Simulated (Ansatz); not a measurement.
# CoO (P1) in Ansatz: convergence with scf convergence dr2 threshold

Aim: find how far scf convergence dr2 threshold must go before the results for CoO settle, at LDA. This setting moves, with any that are tied to it; all else stays.

Program: Ansatz 0.2.0. These are calculated values, not measurements. Logs are shortened: lines on timing, memory, paths and dates and some standing lists are left out, and cuts for length are marked.

## (1) The cell of the first run

The typed cell holds 2 atoms: a = 2.996 Å, b = 2.996 Å, c = 2.996 Å, α = 60.33°, β = 60.33°, γ = 60.33°.

The cell is a database's computed one.

The cell isn't the ideal one: atoms moved at random, drawn with an rms of 0.05 Å.

## (2) With scf convergence dr2 threshold 0.01

The input, input.yaml:

```yaml
crystal:
  lattice:
    - [1.5054695445, 0.8691832468, 2.4399269062]
    - [-1.5054695445, 0.8691832468, 2.4399269062]
    - [0.0, -1.7383664936, 2.4399269062]
  atoms:
    - { symbol: Co, position: [-0.003171, 0.000187, 0.006372], spin: 2.0 }
    - { symbol: O, position: [0.470216, 0.515683, 0.509873] }
hamiltonian:
  xc: lda
  pseudopotentials: { kind: paw }
magnetization:
  spin_polarized: true
kpoints:
  mp_grid: { grid: [8, 8, 8] }
scf:
  occupations: { method: methfessel_paxton, width: 0.05 }
  convergence: { dr2_threshold: 0.01 }
output:
  forces: true
  stress: true
  eigenvalues: true
```

Potentials or basis: Ansatz PAW.

Run with:

```console
$ ansatz run input.yaml --threads 2 --pin off --max-ram 5632MiB --backend cpu --events-out ev --progress --plain --runs-dir out
```

What it wrote:

```text
Warning: scf.convergence.dr2_threshold = 1e-2 eV is looser than this run's default, which is 1e-7 eV or tighter. The error in the forces grows as the threshold's square root, so leave the key out unless less accurate forces are enough
Warning: output.stress: scf.convergence.dr2_threshold = 1e-2 eV is looser than the 2e-10 eV advised for a printed stress (1e-10 eV for each atom of the cell: 2). What an SCF threshold leaves in a stress goes as its square root, and in the free energy as the threshold itself, and one threshold admits the most on a small cell: of the crystals measured, under no hybrid functional and no lock of the moments, on runs that ended without the residual-converged pass, on stresses that held no estimate of that error, the worst erred by over 100 MPa in a component at 1e-7 eV an atom and by under 5 at 1e-10. Set scf.convergence.dr2_threshold to 2e-10 eV or tighter. The threshold is an SCF's pass mark: one that does not reach it within its budget of iterations ends unconverged, or closes short of it on a stop that the run arms, and scf.convergence.dr2_threshold's page says what that costs each kind of run
Warning: RAYON_NUM_THREADS=2 ignored (pool sized by the plan → 2); use --threads N
Engine: ansatz 0.2.0, x86_64-unknown-linux-gnu
Pseudopotentials: kind: paw
Pseudopotential: Co, paw, valence charge 17, recommended cutoff 420 eV (normal), Co.paw.azcp
Pseudopotential: O, paw, valence charge 6, recommended cutoff 420 eV (normal), O.paw.azcp
Functional definition: SPW92
  exchange = slater_x
  correlation = pw_c
Crystal: 2 atoms, lattice volume = 19.156 Å³
Basis set: ecut = 420 eV, 339 PW (Γ)
Bands: 17, of which v1, the nominal top of the filled ones, is band 12 counted from 1 (11 counted from 0)
Symmetry: 1 space group operations
Space group: P1 (ITA 1), of the structure as read, at distance tolerance 2.7e-5 Å
Magnetic group: BNS 1.1 (UNI 1), of the structure as read, at distance tolerance 2.7e-5 Å
k-points: 260 of 512 (time reversal used)
Non-local potential: Co, projectors of the file, l = 0: 3, l = 1: 2, l = 2: 3, l = 3: 1
Non-local potential: O, projectors of the file, l = 0: 2, l = 1: 2, l = 2: 1
PAW form: soft (Blöchl's): semilocal exchange-correlation on the pseudo side does not see the compensation charge
PAW frozen core: Co, regenerated for the run's functional, and the local potential with it (the file was generated under x = pbe(κ = 0.804, μ = 0.2195149727645171), c = pbe(β = 0.06672455060314922))
PAW frozen core: O, regenerated for the run's functional, and the local potential with it (the file was generated under x = pbe(κ = 0.804, μ = 0.2195149727645171), c = pbe(β = 0.06672455060314922))
PAW one-centre angular grid: Co, 590 points (default); XC on 64 Gauss nodes
PAW one-centre angular grid: O, 110 points (default); XC on 64 Gauss nodes
Initial density: superposition of atomic densities (chi_scale 0.1, normalization cell, long waves kept (reshape's long-wave potential 0.00 eV rms))
Starting moments: Σ|m| = 2 μB on 1 of 2 sites
[... 17 lines left out ...]
Mixer restart at iter 12: flushing history
iteration 12: the input's own smearing fills from here on; a Gaussian of 0.05 eV has filled iterations ahead of it
SCF iter  13: F=-5616.299905 eV  HF=-5616.300054 eV  |F-HF|=1.48e-4  |Δ(HF+E_count)|=   3.01e-5  S|Δr|=    0.00e0  Δρ=6.57e-4 (↑3.96e-4 ↓6.57e-4)  dr2=1.58e-4  dr2_m=4.32e-6  M=2.827 μB ∫|m|=2.837 μB  ethr=2.72e-8  ⟨swp⟩=4.0  Hψ=38864  notcnv=0
SCF 1 converged in 13 iterations: F = -5616.299905 eV  dr2 = 1.58e-4
solved again in the potential of the output density, not every published eigenvalue holds within its bar: in spin ↑, 3199 eigenvalues moved, the lowest at band 0; the one that moved furthest (k=254, band 0), published at -82.238 eV, moved by -0.053 eV, against a bar of 0.010 eV; in spin ↓, 3534 eigenvalues moved, the lowest at band 0; the one that moved furthest (k=254, band 0), published at -79.426 eV, moved by -0.052 eV, against a bar of 0.010 eV (bands and k-points counted from 0; bands.shift_under_output_density.table_levels in the report). At each k-point, in each spin channel, the i-th published eigenvalue, in ascending order, is compared with the i-th on the output side: "moved" is said of an eigenvalue by its index, where the two differ by more than its bar. The level there was still moving when the self-consistency loop ended, or the two rows pair different levels: a move about equal to the distance to the next published one (band + 1 or band - 1 at that k-point) is a sign that the rows do. An eigenvalue that was not read stands at or over a band that did not come within the tolerance in that solve, or its shift or its bar came out as no number: whether it is settled is not known. No published value changes. The table publishes no pair of band edges (a metal's, for one, or one whose gap the smearing's tails bridge, one under two Fermi levels, one with no empty band)
this state was not tested for a lower state beside it, because cold or Methfessel-Paxton smearing, or corrected tetrahedra, fill the levels in a way that the test cannot read (fill_not_monotonic; see scf.lower_state_search)
SCF converged after 13 iterations
Magnetization: 2.8268 μB (12.9134 up, 10.0866 down)
Absolute magnetization: 2.8372 μB (∫|ρ↑−ρ↓|, with the PAW one-centre terms)
Spin contamination: 0.0082 ħ² per cell (⟨S²⟩ above its minimum at these occupations)
Per-site moments (μB) at R_I (Å): [(2.364488741521439, 0.8559750957195715), (0.32374418482825384, 0.8559750957195715)]
Free energy (F): -5616.299905 eV
Harris-Foulkes:  -5616.300054 eV  (|F-HF|=1.48e-4)
Internal energy: -5616.300237 eV  (E = F + TS)
E sigma→0 (E₀):  -5616.299988 eV
Entropy (-TS):   0.000332 eV (0.166 meV/atom)
Fermi energy:    13.730916 eV
Step filling:    the computed levels leave a gap of 0.0004 eV = 0.0 smearing widths at the electron count; against every level under it full and every level over it empty, smearing changes F+E_penalty+E_count by +0.093 meV and its σ→0 estimate by +9.75e-3 meV
--- Per-component energies (eV) ---
  E_band       = -306.139993
  E_kinetic    = 616.650602
  E_local      = -3424.851189  (includes V_loc(G=0)·N_el)
  E_nonlocal   = 519.878876
  E_hartree    = 1401.231003
  E_xc         = -225.718817
  E_vxc        = -292.095310  (∫ρ·V_xc dr)
  E_paw        = -1602.069158  (= ΣΔE_a)
  E_vpaw       = -528.705700  (= ΣTr[D̂ρ^β])
  E_aug_tail   = 0.002483  (compensation charges beyond the density's cutoff)
  E_ewald      = -2901.939210
  E_core_change = 0.515172  (= ΣΔE_core)
  E_smearing   = 0.000332  (= −TS)
  E_closure    = 0.000000  (closes the sum)
  Σ components = -5616.299905   (vs F -5616.299905, Δ=0.00e0)
--- Forces (eV/Å), atoms counted from 1 ---
  atom   1  Co     0.05994186     0.02010755     0.01809786
  atom   2  O     -0.05922848    -0.01991330    -0.01789319
  max |Σ_I F_I| component: 7.13e-4 eV/Å
--- Stress (GPa, compression-positive) ---
      -18.079125      -0.143144       0.060811
       -0.143220     -18.167821      -0.224463
        0.060831      -0.224339     -18.116266
  P = ⅓ Tr σ = -18.1211 GPa (-181.211 kbar)
--- Band table (eV; the first three rows and the last of 520) ---
  k-point 0 ↑: bands = ["-82.2432", "-45.9080", "-45.9015", "-45.8966", "-6.5352", "10.0539", "10.0858", "10.1273", "10.6361", "10.6523", "10.8163", "10.8587", "10.9000", "14.5667", "30.1930", "31.4950", "31.5102"]
  k-point 1 ↑: bands = ["-82.2427", "-45.9133", "-45.9027", "-45.8978", "-6.3682", "8.8700", "9.2960", "9.4121", "10.7185", "10.7421", "10.9722", "11.7547", "11.8073", "15.5390", "27.7868", "30.8388", "31.0107"]
  k-point 2 ↑: bands = ["-82.2414", "-45.9272", "-45.9048", "-45.9000", "-5.9348", "7.1830", "8.3896", "8.4196", "10.9903", "11.0158", "11.3220", "12.8141", "12.8333", "17.2009", "24.9894", "29.0378", "29.1399"]
  k-point 259 ↓: bands = ["-79.4277", "-43.2188", "-43.1804", "-43.1778", "-4.6350", "5.8591", "8.7175", "8.7370", "13.6289", "13.6338", "13.9371", "16.0417", "16.0907", "18.9059", "23.6404", "27.2880", "27.3132"]
```

Run time: 35 s. Hardware: 2 threads of Intel Xeon at 2.50GHz (Skylake/Cascade Lake), shared host; peak memory 0.48 GiB.

Results:

```
Free energy            : -5616.2999 eV
Pressure               : -18.1 GPa
Largest force          : 0.066 eV/Å
Band gap on the k mesh : none (metal or under the smearing width)
Net moment             : 2.83 μB per cell
Absolute moment        : 2.84 μB per cell
Site moments           : Co +2.36; O +0.32 μB
```

## (3) With scf convergence dr2 threshold 0.001

Edit input.yaml of step 2 so:

```diff
@@ -17,3 +17,3 @@
   occupations: { method: methfessel_paxton, width: 0.05 }
-  convergence: { dr2_threshold: 0.01 }
+  convergence: { dr2_threshold: 0.001 }
 output:
```

Potentials or basis: Ansatz PAW.

Run with:

```console
$ ansatz run input.yaml --threads 2 --pin off --max-ram 5632MiB --backend cpu --events-out ev --progress --plain --runs-dir out
```

It took 35 s on 2 threads of Intel Xeon at 2.50GHz (Skylake/Cascade Lake), shared host; peak memory 0.48 GiB.

Results:

| Item | Value |
| --- | --- |
| Free energy | -5616.3000 eV |
| Pressure | -18.1 GPa |
| Largest force | 0.066 eV/Å |
| Band gap on the k mesh | none (metal or under the smearing width) |
| Net moment | 2.83 μB per cell |
| Absolute moment | 2.84 μB per cell |
| Site moments | Co +2.36; O +0.32 μB |

## (4) With scf convergence dr2 threshold 0.0001

Edit input.yaml of step 3 so:

```diff
@@ -17,3 +17,3 @@
   occupations: { method: methfessel_paxton, width: 0.05 }
-  convergence: { dr2_threshold: 0.001 }
+  convergence: { dr2_threshold: 0.0001 }
 output:
```

Run with:

```console
$ ansatz run input.yaml --threads 2 --pin off --max-ram 5632MiB --backend cpu --events-out ev --progress --plain --runs-dir out
```

Wall time 35 s (2 threads of Intel Xeon at 2.50GHz (Skylake/Cascade Lake), shared host); peak memory 0.48 GiB.

Results:

```yaml
Free_energy: -5616.3000 eV
Pressure: -18.1 GPa
Largest_force: 0.066 eV/Å
Band_gap_on_the_k_mesh: none (metal or under the smearing width)
Net_moment: 2.83 μB per cell
Absolute_moment: 2.84 μB per cell
Site_moments: Co +2.36; O +0.32 μB
```

## (5) With scf convergence dr2 threshold 1e-05

Edit input.yaml of step 4 so:

```diff
@@ -17,3 +17,3 @@
   occupations: { method: methfessel_paxton, width: 0.05 }
-  convergence: { dr2_threshold: 0.0001 }
+  convergence: { dr2_threshold: 1.0e-05 }
 output:
```

Run with:

```console
$ ansatz run input.yaml --threads 2 --pin off --max-ram 5632MiB --backend cpu --events-out ev --progress --plain --runs-dir out
```

Run time: 42 s. Hardware: 2 threads of Intel Xeon at 2.50GHz (Skylake/Cascade Lake), shared host; peak memory 0.48 GiB.

Results:

```yaml
Free_energy: -5616.3000 eV
Pressure: -18.0 GPa
Largest_force: 0.065 eV/Å
Band_gap_on_the_k_mesh: none (metal or under the smearing width)
Net_moment: 2.83 μB per cell
Absolute_moment: 2.84 μB per cell
Site_moments: Co +2.36; O +0.32 μB
```

## (6) With scf convergence dr2 threshold 1e-06

Edit input.yaml of step 5 so:

```diff
@@ -17,3 +17,3 @@
   occupations: { method: methfessel_paxton, width: 0.05 }
-  convergence: { dr2_threshold: 1.0e-05 }
+  convergence: { dr2_threshold: 1.0e-06 }
 output:
```

Potentials or basis: Ansatz PAW.

Run with:

```console
$ ansatz run input.yaml --threads 2 --pin off --max-ram 5632MiB --backend cpu --events-out ev --progress --plain --runs-dir out
```

Run time: 43 s. Hardware: 2 threads of Intel Xeon at 2.50GHz (Skylake/Cascade Lake), shared host; peak memory 0.48 GiB.

The run converged. Its results:

- Free energy: -5616.3000 eV
- Pressure: -18.0 GPa
- Largest force: 0.065 eV/Å
- Band gap on the k mesh: none (metal or under the smearing width)
- Net moment: 2.83 μB per cell
- Absolute moment: 2.84 μB per cell
- Site moments: Co +2.36; O +0.32 μB

## (7) With scf convergence dr2 threshold 1e-07

Edit input.yaml of step 6 so:

```diff
@@ -17,3 +17,3 @@
   occupations: { method: methfessel_paxton, width: 0.05 }
-  convergence: { dr2_threshold: 1.0e-06 }
+  convergence: { dr2_threshold: 1.0e-07 }
 output:
```

Run with:

```console
$ ansatz run input.yaml --threads 2 --pin off --max-ram 5632MiB --backend cpu --events-out ev --progress --plain --runs-dir out
```

Run time: 38 s. Hardware: 2 threads of Intel Xeon at 2.50GHz (Skylake/Cascade Lake), shared host; peak memory 0.48 GiB.

It converged, with:

```yaml
Free_energy: -5616.3000 eV
Pressure: -18.0 GPa
Largest_force: 0.065 eV/Å
Band_gap_on_the_k_mesh: none (metal or under the smearing width)
Net_moment: 2.83 μB per cell
Absolute_moment: 2.84 μB per cell
Site_moments: Co +2.36; O +0.32 μB
```

## (8) With scf convergence dr2 threshold 1e-09

Edit input.yaml of step 7 so:

```diff
@@ -17,3 +17,3 @@
   occupations: { method: methfessel_paxton, width: 0.05 }
-  convergence: { dr2_threshold: 1.0e-07 }
+  convergence: { dr2_threshold: 1.0e-09 }
 output:
```

Run with:

```console
$ ansatz run input.yaml --threads 2 --pin off --max-ram 5632MiB --backend cpu --events-out ev --progress --plain --runs-dir out
```

It took 41 s on 2 threads of Intel Xeon at 2.50GHz (Skylake/Cascade Lake), shared host; peak memory 0.48 GiB.

The run converged. Its results:

```
Free energy            : -5616.3000 eV
Pressure               : -18.0 GPa
Largest force          : 0.065 eV/Å
Band gap on the k mesh : none (metal or under the smearing width)
Net moment             : 2.83 μB per cell
Absolute moment        : 2.84 μB per cell
Site moments           : Co +2.36; O +0.32 μB
```

## (9) With scf convergence dr2 threshold 1e-11

Edit input.yaml of step 8 so:

```diff
@@ -17,3 +17,3 @@
   occupations: { method: methfessel_paxton, width: 0.05 }
-  convergence: { dr2_threshold: 1.0e-09 }
+  convergence: { dr2_threshold: 1.0e-11 }
 output:
```

Potentials or basis: Ansatz PAW.

Run with:

```console
$ ansatz run input.yaml --threads 2 --pin off --max-ram 5632MiB --backend cpu --events-out ev --progress --plain --runs-dir out
```

Wall time 43 s (2 threads of Intel Xeon at 2.50GHz (Skylake/Cascade Lake), shared host); peak memory 0.48 GiB.

It converged, with:

| Property | Result |
| --- | --- |
| Free energy | -5616.3000 eV |
| Pressure | -18.0 GPa |
| Largest force | 0.065 eV/Å |
| Band gap on the k mesh | none (metal or under the smearing width) |
| Net moment | 2.83 μB per cell |
| Absolute moment | 2.84 μB per cell |
| Site moments | Co +2.36; O +0.32 μB |

## (10) Result

| scf convergence dr2 threshold | energy less the tightest run, at zero smearing (meV/atom) | pressure (GPa) | SCF cycles | CPU time (s) | peak memory (GiB) |
| --- | --- | --- | --- | --- | --- |
| 0.01 | 0.06 | -18.12 | 13 | 62 | 0.48 |
| 0.001 | 0.03 | -18.09 | 13 | 63 | 0.48 |
| 0.0001 | 0.03 | -18.09 | 13 | 63 | 0.48 |
| 1e-05 | 0.00 | -18.02 | 16 | 76 | 0.48 |
| 1e-06 | 0.00 | -18.02 | 16 | 78 | 0.48 |
| 1e-07 | 0.00 | -18.02 | 16 | 69 | 0.48 |
| 1e-09 | 0.00 | -18.02 | 18 | 73 | 0.48 |
| 1e-11 | 0.00 | -18.02 | 20 | 77 | 0.48 |

Against the tightest run, the energy stays within 1 meV/atom from 0.01 on; the pressure stays within 0.1 GPa from 0.01 on. The tightest run that finished is the yardstick and may itself not be fully converged.

Caveats: a cell with one magnetic atom can't hold antiferromagnetic order, which such compounds often take; semilocal functionals often make such compounds metallic where correlation or magnetic order opens a gap, which also shifts bond lengths; the PAW data sets come from PBE, with cores solved anew for the run's functional, which leaves a small shift of forces and pressure.
